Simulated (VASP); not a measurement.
# CoO in VASP: notebook

The runs below take CoO through single point, with PBEsol.

All numbers are computed with VASP 6.6.1; they aren't measurements. Logs are shortened: lines on timing, memory, paths and dates and some standing lists are left out, and cuts for length are marked.

## (1) Starting point

The cell holds a slab with vacuum, 12 atoms: a = 3.016 Å, b = 3.016 Å, c = 16.536 Å, α = 90.00°, β = 90.00°, γ = 90.00°.

## (2) Single point, PBEsol, collinear spin, ferromagnetic start

The input, INCAR:

```
SYSTEM = CoO
  PREC = Accurate
  ENCUT = 460
  EDIFF = 1E-7
  ISMEAR = 1
  SIGMA = 0.1
  LREAL = .False.
  LASPH = .True.
  NELM = 120
  ALGO = Normal
  ISIF = 2
  LWAVE = .False.
  LCHARG = .False.
  ISPIN = 2
  MAGMOM = 2 2 2 2 2 2 0 0 0 0 0 0
  LORBIT = 11
  LMAXMIX = 4
  LDIPOL = .True.
  IDIPOL = 3
  DIPOL = 0.5 0.5 0.500
  GGA = PS
  NBANDS = 65
  LVHAR = .True.
  LVACPOTAV = .True.
```

The input, KPOINTS:

```
Automatic mesh
0
Gamma
  9 9 1
  0 0 0
```

The input, POSCAR:

```
CoO
1.0
    3.0160003058      0.0000000000      0.0000000000
    0.0000000000      3.0160003058      0.0000000000
    0.0000000000      0.0000000000     16.5362497745
Co O
6 6
Direct
    0.5000000000      0.5000000000      0.1814196109
    0.0000000000      0.0000000000      0.3088517665
    0.5000000000      0.5000000000      0.4362839222
    0.0000000000      0.0000000000      0.5637160778
    0.5000000000      0.5000000000      0.6911482335
    0.0000000000      0.0000000000      0.8185803891
    0.0000000000      0.0000000000      0.1814196109
    0.5000000000      0.5000000000      0.3088517665
    0.0000000000      0.0000000000      0.4362839222
    0.5000000000      0.5000000000      0.5637160778
    0.0000000000      0.0000000000      0.6911482335
    0.5000000000      0.5000000000      0.8185803891
```

Potentials or basis: VASP PAW PBE potentials, release 64 (Co, O).

Command:

```console
> cat potpaw_PBE.64/Co/POTCAR potpaw_PBE.64/O/POTCAR > POTCAR
> mpirun -np 1 vasp_std > vasp.out
```

OUTCAR:

```text
SYSTEM = CoO
   PREC = Accurate
   ENCUT = 460
   EDIFF = 1E-7
   ISMEAR = 1
   LREAL = .False.
   LASPH = .True.
   NELM = 120
   ISIF = 2
   ISPIN = 2
   LORBIT = 11
   GGA = PS

 Found     15 irreducible k-points:

 Following reciprocal coordinates:
            Coordinates               Weight
  0.000000  0.000000  0.000000      1.000000
  0.111111  0.000000  0.000000      4.000000
  0.222222  0.000000  0.000000      4.000000
  0.333333  0.000000  0.000000      4.000000
  0.444444  0.000000  0.000000      4.000000
  0.111111  0.111111  0.000000      4.000000
   k-points           NKPTS =     15   k-points in BZ     NKDIM =     15   number of bands    NBANDS=     65
   number of dos      NEDOS =    301   number of ions     NIONS =     12
   total plane-waves  NPLWV =  69120
   dimension x,y,z NGX =    24 NGY =   24 NGZ =  120
   dimension x,y,z NGXF=    48 NGYF=   48 NGZF=  240
   ions per type =               6   6
   NGX,Y,Z   is equivalent  to a cutoff of  13.23, 13.23, 12.06 a.u.
   NGXF,Y,Z  is equivalent  to a cutoff of  26.46, 26.46, 24.13 a.u.
 SYSTEM =  CoO
   PREC   = accura    normal or accurate (medium, high low for compatibility)
   ISTART =      0    job   : 0-new  1-cont  2-samecut
   ICHARG =      2    charge: 1-file 2-atom 10-const
   ISPIN  =      2    spin polarized calculation?
   LNONCOLLINEAR =      F non collinear calculations
   LSORBIT =      F    spin-orbit coupling
   LASPH  =      T    aspherical Exc in radial PAW
   ENCUT  =  460.0 eV  33.81 Ry    5.81 a.u.   5.27  5.27 28.92*2*pi/ulx,y,z
   NELM   =    120;   NELMIN=  2; NELMDL= -5     # of ELM steps
   EDIFF  = 0.1E-06   stopping-criterion for ELM
   LREAL  =      F    real-space projection
   EDIFFG = 0.1E-05   stopping-criterion for IOM
   NSW    =      0    number of steps for IOM
   IBRION =     -1    ionic relax: 0-MD 1-quasi-New 2-CG
   NFREE  =      0    steps in history (QN), initial steepest desc. (CG)
   ISIF   =      2    stress and relaxation
   ISYM   =      2    0-nonsym 1-usesym 2-fastsym
   POTIM  = 0.5000    time-step for ionic-motion
   TEBEG  =    0.0;   TEEND  =   0.0 temperature during run
   PSTRESS=    0.0 pullay stress
   NELECT =      90.0000    total number of electrons
   NUPDOWN=      -1.0000    fix difference up-down
   EMIN   =  10.00;   EMAX   =-10.00  energy-range for DOS
   EFERMI =   0.00;   METHOD = LEGACY
   ISMEAR =     1;   SIGMA  =   0.10  broadening in eV -4-tet -1-fermi 0-gaus
   EFERMI_NEDOS =   21; number of points for ismear=-14 and -15
   IALGO  =     38    algorithm
   IMIX   =      4    mixing-type and parameters
     AMIX     =   0.40;   BMIX     =  1.00
     AMIX_MAG =   1.60;   BMIX_MAG =  1.00
  volume/ion in A,a.u.               =      12.53        84.59
  Fermi-wavevector in a.u.,A,eV,Ry     =   1.379502  2.606881 25.892246  1.903026
  Thomas-Fermi vector in A             =   2.504466
   LORBIT       =     11    0 simple, 1 ext, 2 COOP (PROOUT), +10 PAW based schemes
[... 395 lines left out ...]
     56       7.2904      0.00000
     57       7.7576      0.00000

 [... further k-points ...]

 spin component 2

 k-point     1 :       0.0000    0.0000    0.0000
  band No.  band energies     occupation
      1     -14.5306      1.00000
      2     -14.2296      1.00000
      3     -13.8514      1.00000
      4     -13.4926      1.00000
      5     -13.1894      1.00000
      6     -13.1481      1.00000
[... 349 lines left out ...]
     56       8.0131      0.00000
     57       8.3780      0.00000

 [... further k-points ...]

 [bands above 57 left out]

------------------------ aborting loop because EDIFF is reached ----------------------------------------

  FORCE on cell =-STRESS in cart. coord.  units (eV):
  Direction    XX          YY          ZZ          XY          YZ          ZX
  --------------------------------------------------------------------------------------
  -------------------------------------------------------------------------------------
  Total      -12.9114387    -12.9114387     -6.7643615      0.0000000      0.0000000      0.0000000
  in kB     -137.5261968   -137.5261968    -72.0506009      0.0000000      0.0000000      0.0000000
  external PRESSURE =    -115.7009982 kB  Pullay stress =       0.0000000 kB

 VOLUME and BASIS-vectors are now :
 -----------------------------------------------------------------------------
  energy-cutoff  :      460.00
  volume of cell :      150.42
      direct lattice vectors                 reciprocal lattice vectors
     3.016000306  0.000000000  0.000000000     0.331564953  0.000000000  0.000000000
     0.000000000  3.016000306  0.000000000     0.000000000  0.331564953  0.000000000
     0.000000000  0.000000000 16.536249774     0.000000000  0.000000000  0.060473204

 POSITION                                       TOTAL-FORCE (eV/Angst)
 -----------------------------------------------------------------------------------
      1.50800      1.50800      3.00000        -0.000000      0.000000      0.751740
      0.00000      0.00000      5.10725         0.000000      0.000000     -0.253790
      1.50800      1.50800      7.21450         0.000000      0.000000      0.040363
      0.00000      0.00000      9.32175         0.000000     -0.000000     -0.040363
      1.50800      1.50800     11.42900         0.000000      0.000000      0.253790
      0.00000      0.00000     13.53625         0.000000      0.000000     -0.751740
      0.00000      0.00000      3.00000         0.000000      0.000000     -0.011304
      1.50800      1.50800      5.10725         0.000000      0.000000     -0.089397
      0.00000      0.00000      7.21450         0.000000     -0.000000      0.067999
      1.50800      1.50800      9.32175         0.000000      0.000000     -0.067999
      0.00000      0.00000     11.42900         0.000000     -0.000000      0.089397
      1.50800      1.50800     13.53625         0.000000     -0.000000      0.011304
 -----------------------------------------------------------------------------------
    total drift:                                0.000000     -0.000000      0.000000

  FREE ENERGIE OF THE ION-ELECTRON SYSTEM (eV)
  ---------------------------------------------------
  free  energy   TOTEN  =       -82.6607380403 eV

  energy  without entropy=      -82.6718303769  energy(sigma->0) =      -82.66443549

 total charge

# of ion       s       p       d       tot
------------------------------------------
    1        0.284   0.313   7.131   7.729
    2        0.304   0.372   7.133   7.809
    3        0.300   0.367   7.145   7.812
    4        0.300   0.367   7.145   7.812
    5        0.304   0.372   7.133   7.809
    6        0.284   0.313   7.131   7.729
    7        1.559   3.360   0.000   4.919
    8        1.558   3.405   0.000   4.964
    9        1.558   3.407   0.000   4.966
   10        1.558   3.407   0.000   4.966
   11        1.558   3.405   0.000   4.964
   12        1.559   3.360   0.000   4.919
--------------------------------------------------
tot         11.126  22.450  42.819  76.395

 magnetization (x)

# of ion       s       p       d       tot
------------------------------------------
    1        0.026   0.022   2.448   2.497
    2        0.019   0.015   2.581   2.615
    3        0.021   0.018   2.567   2.606
    4        0.021   0.018   2.567   2.606
    5        0.019   0.015   2.581   2.615
    6        0.026   0.022   2.448   2.497
    7        0.022   0.260   0.000   0.283
    8        0.031   0.326   0.000   0.356
    9        0.030   0.313   0.000   0.343
   10        0.030   0.313   0.000   0.343
   11        0.031   0.326   0.000   0.356
   12        0.022   0.260   0.000   0.283
--------------------------------------------------
tot          0.298   1.908  15.193  17.399
```

Wall time 5.7 min (1 thread of Intel Xeon 6975P-C (Granite Rapids), shared host); peak memory 0.38 GiB.

These settings aren't checked as converged: the numbers below hold their error.

Results:

```
Free energy                                           : -82.6607 eV
Largest force                                         : 0.752 eV/Å
Band gap on the k mesh                                : none (metal or under the smearing width)
Net moment                                            : 17.81 μB per cell
Site moments                                          : Co +2.50, +2.62, +2.61; O +0.28, +0.36, +0.34 μB
Valence electrons inside the program's atomic spheres : Co 7.73, 7.81; O 4.92, 4.96, 4.97
```

Caveat: the cutoff is under 1.25 times the usual one of these potentials, so pressure, stress and relaxed cells hold a basis-set (Pulay) error; the PAW data sets were made with another functional, which shifts forces and pressure a little; semilocal functionals often make such compounds metallic where correlation or magnetic order opens a gap, which also shifts bond lengths.

(Continued in part 2 of 2.)
